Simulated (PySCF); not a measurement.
A structure optimised at PBE0-D3(BJ)/def2-TZVP (Å):
```
atom  x, y, z in Å
O1    -1.9556   -2.1133    0.9856
C2    -1.1210   -1.2451    0.6202
C3    -1.4831    0.1098    0.2911
C4    -0.5591    1.0542   -0.1088
C5     0.7994    0.7530   -0.2196
C6     1.1957   -0.5495    0.0882
C7     0.2891   -1.5096    0.4907
H8    -2.5363    0.3674    0.3703
H9    -0.9013    2.0621   -0.3418
H10    1.5183    1.5005   -0.5383
H11    2.2491   -0.8173    0.0115
H12    0.6211   -2.5179    0.7259
```

Charge -1, singlet.

(1) Read off the bonds between heavy atoms and their formal orders.

(2) Give the structure as a SMILES string.

(3) Name the point group.

(4) Which rings does it hold (smallest set)?

(5) Describe the place of each heavy atom.

(6) What is the arrangement about C3?

(7) What is the arrangement about C4?

Answers

(1) O1–C2 1.26 Å (single); C2–C3 1.44 Å (aromatic); C3–C4 1.38 Å (aromatic); C4–C5 1.40 Å (aromatic); C5–C6 1.40 Å (aromatic); C6–C7 1.38 Å (aromatic); C2–C7 1.44 Å (aromatic). Bonds to hydrogen (Å): C3–H8 1.09; C4–H9 1.09; C5–H10 1.08; C6–H11 1.09; C7–H12 1.09. The orders are those of one drawing; other resonance forms can be drawn.

(2) `[O-]c1ccccc1`, [C6H5O]-, phenolate.

(3) C2v (tolerance 0.08 Å).

(4) C2–C3–C4–C5–C6–C7 (6 members, 0.00 Å rms from planarity).

(5) O1: aryloxide oxygen; C2: aromatic carbon bearing oxygen; C3/C7: aromatic CH carbon; C4/C6: aromatic CH carbon; C5: aromatic CH carbon.

(6) It has 3 neighbours (C2, C4, H8) and is planar (angles 122.8°, 120.5° and 116.7°, sum 360.0°, 0.00 Å off the plane of its three neighbours).

(7) It has 3 neighbours (C3, C5, H9) and is planar (angles 121.8°, 119.2° and 119.0°, sum 360.0°, 0.00 Å off the plane of its three neighbours).

These are computed values.
